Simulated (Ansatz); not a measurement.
# What biaxial strain −4.84 %, plane normal [001], relaxed out of plane does to LaAlO3

The parent structure is LaAlO3 (space group R-3c, No. 167; a = 5.412 Å, c = 13.193 Å (hexagonal axes)). Axes: x lies along a and z along c of the hexagonal cell.

Modification: compressive biaxial strain of 4.84 % in the plane normal to [001], as in epitaxy on a mismatched substrate; the out-of-plane cell vector and the atoms relax.

The values are results of Kohn–Sham DFT with the PBE functional, run in Ansatz (an electronic-structure program) with PAW and 420 eV plane waves, no spin-orbit coupling, earlier PAW set, not measurements. Γ-centred 8×8×8 mesh, Fermi–Dirac width 0.05 eV.

| quantity | base | changed | shift |
|---|---|---|---|
| volume per atom | 11.16 Å³ | 10.35 Å³ | -0.81 Å³ |
| space group | R-3c (No. 167) | R-3c (No. 167) | – |
| shortest interatomic distance | 1.922 Å | 1.866 Å | -0.056 Å |
| energy relative to the base (free energy F) | 0 meV/atom | +75 meV/atom | +75 meV/atom |
| pressure (mean of the normal stresses, compression positive) | 0.00 GPa | 16.02 GPa | +16.02 GPa |
| band gap | 4.02 eV | 3.40 eV | -0.62 eV |
| gap character | indirect, F → Γ | direct at Γ | – |
| width of the top valence band | 0.53 eV | 0.83 eV | +0.30 eV |
| valence-band top at Γ (three highest levels, from the VBM) | – | 0.00, 0.00, -0.06 eV | – |
| out-of-plane strain | – | +2.42 % | – |
| ratio −ε⊥/ε∥ | – | 0.50 | – |
| mean in-plane stress (compression positive) | – | +24.0 GPa | – |

Final structure (turned so that z lies along the plane normal):

```
CELL_PARAMETERS angstrom
      5.15048     0.00000     0.00000
      2.57524     4.46045     0.00000
      2.57524    -1.48682     4.50403
ATOMIC_POSITIONS crystal
  La 0.50000 0.25000 0.75000
  La 0.50000 0.75000 0.25000
  Al 0.00000 0.00000 0.00000
  Al 0.00000 0.50000 0.50000
  O  0.00789 0.74211 0.75000
  O  0.50000 0.75789 0.75000
  O  0.99211 0.25000 0.75000
  O  0.99211 0.25789 0.25000
  O  0.50000 0.24211 0.25000
  O  0.00789 0.75000 0.25000
```

Cost of the whole job for the changed cell (relaxation, final SCF and bands): around 2.1 core-minutes (rough).

Whether these cells are dynamically stable was not tested.
